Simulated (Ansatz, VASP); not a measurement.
**WC (Qusongite): VASP beside Ansatz**

The input POSCAR:

```
WC
1.0
    2.9065000000      0.0000000000      0.0000000000
   -1.4532500000      2.5171028361      0.0000000000
    0.0000000000      0.0000000000      2.8366000000
W C
1 1
Direct
    0.0000000000      0.0000000000      0.0000000000
    0.6666666667      0.3333333333      0.5000000000
```

The input INCAR.step1:

```
ALGO = Normal
EDIFF = 1E-8
EDIFFG = -0.002
ENCUT = 600
GGA = PE
IBRION = 2
ISIF = 3
ISMEAR = -1
LASPH = T
LCHARG = F
LREAL = F
LWAVE = F
NELM = 60
NSW = 40
PREC = Accurate
SIGMA = 0.05
```

The input INCAR.step2:

```
ALGO = Normal
EDIFF = 1E-8
ENCUT = 600
GGA = PE
IBRION = 6
ISIF = 3
ISMEAR = -1
LASPH = T
LCHARG = F
LREAL = F
LWAVE = F
NELM = 60
NFREE = 2
NSW = 1
POTIM = 0.015
PREC = Accurate
SIGMA = 0.05
```

KPOINTS

```
k-points
0
Gamma
  7 7 7
```

input.yaml

```yaml
crystal:
  lattice:
    - [2.9065, 0.0, 0.0]
    - [-1.45325, 2.5171028361, 0.0]
    - [0.0, 0.0, 2.8366]
  atoms:
    - { symbol: W, position: [0.0, 0.0, 0.0] }
    - { symbol: C, position: [0.6666666667, 0.3333333333, 0.5] }
hamiltonian:
  xc: pbe
  pseudopotentials: { kind: paw }
kpoints:
  mp_grid: { grid: [7, 7, 7] }
scf:
  occupations: { method: fermi_dirac, width: 0.05 }
output:
  forces: true
  stress: true
elastic:
  mode: relaxed_ion
  stencil: two_point
```

Alike in both runs: task elastic constants; functional PBE; k mesh 7 × 7 × 7; occupations fermi-dirac, width 0.05 eV; no spin polarisation.

|  | VASP | Ansatz |
| --- | --- | --- |
| version | VASP 6.6.1 | Ansatz 0.2.0 |
| potentials or method | VASP PAW PBE potentials, release 64 (W_sv, C) | Ansatz PAW |
| plane-wave cutoff (eV) | 600 | 420 |
| valence electrons in the cell | 18 | 18 |

|  | VASP | Ansatz | Ansatz less VASP |
| --- | --- | --- | --- |
| elastic constant that differs most (GPa) | 243 | 282 | +38.9 |
| Voigt bulk modulus (GPa) | 388 | 413 | +25.0 |

Caveats: the cell is more than 3 GPa from zero pressure, which shifts response properties (Ansatz); elastic constants of metals need much finer meshes, so these are rough (Ansatz); the pressure holds a Pulay correction of +0.3 GPa for the finite cutoff (Ansatz). Spin-orbit coupling is left out, which matters for the levels of W.
